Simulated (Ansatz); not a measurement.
# WS2: the cost of one run

Program: Ansatz 0.2.0. Level of theory: DFT PBE+D3(BJ), scalar-relativistic, plane waves, PAW. These are calculated values, not measurements.

2 further runs of the same task are left out: 2 set aside as unsound or not needed.

## Step 1: The starting structure

It takes space group P-6m2 (No. 187, hexagonal). Conventional cell: a = 3.160 Å, b = 3.160 Å, c = 16.939 Å, α = 90.00°, β = 90.00°, γ = 120.00°. W (site symmetry -6m2) is surrounded by 6 S at 2.41 Å. S (site symmetry 3m) has 3 W at 2.41 Å as nearest neighbours.

Coordinates:

```
CELL_PARAMETERS angstrom
3.15972 0.00000 0.00000
-1.57986 2.73639 0.00000
0.00000 0.00000 16.93946
ATOMIC_POSITIONS crystal
W 0.33333 0.66667 0.00000
S 0.66667 0.33333 0.90696
S 0.66667 0.33333 0.09304
```

It goes back to an entry of the Materials Project, which need not be the stable form.

It is the result of an earlier relaxation at this level (volume 48.82 Å³/atom; gap on the mesh: 1.92 eV).

## Step 2: The scan

The energy is mapped over two homogeneous strains (x along [1 0 0], y along [1 2 0], z along [0 0 1] of the conventional cell).

- engineering shear strain xz: 5 values from −30 to 30 %
- normal strain along z: 5 values from −15.0 to 15.0 %

Relaxed at each point: the atoms inside the fixed cell. Energies count from the relaxed crystal. Points are written as (first, second).

## Step 3: Grid point (−30 %, −15.0 %)

Contents of input.yaml:

```yaml
crystal:
  lattice:
    - [3.1597167055, 0.0, -0.4739575058]
    - [-1.5798583527, 2.7363949357, 0.2369787529]
    - [-2.5409197093, 0.0, 14.3985450196]
  atoms:
    - { symbol: W, position: [0.3333333333, 0.6666666667, 0.0] }
    - { symbol: S, position: [0.6666666667, 0.3333333333, 0.9069626068] }
    - { symbol: S, position: [0.6666666667, 0.3333333333, 0.0930373932] }
basis:
  ecutwfc: 420
kpoints:
  mp_grid: { grid: [12, 12, 2] }
hamiltonian:
  xc: pbe
  dispersion: d3bj
scf:
  occupations: { method: gaussian, width: 0.05 }
output:
  forces: true
  stress: true
  eigenvalues: true
relax:
  adjacent_minimum: "off"
  f_tol: 0.01
  max_steps: 30
```

Command:

```
> ansatz run input.yaml --threads 1 --pin off --max-ram 2048MiB --backend cpu --events-out ev --progress --plain --runs-dir out
```

Q: Estimate wall time and peak memory on 1 thread of Intel Xeon 6975P-C (Granite Rapids), shared host.

About 54 s, with a peak of 0.5 GiB.
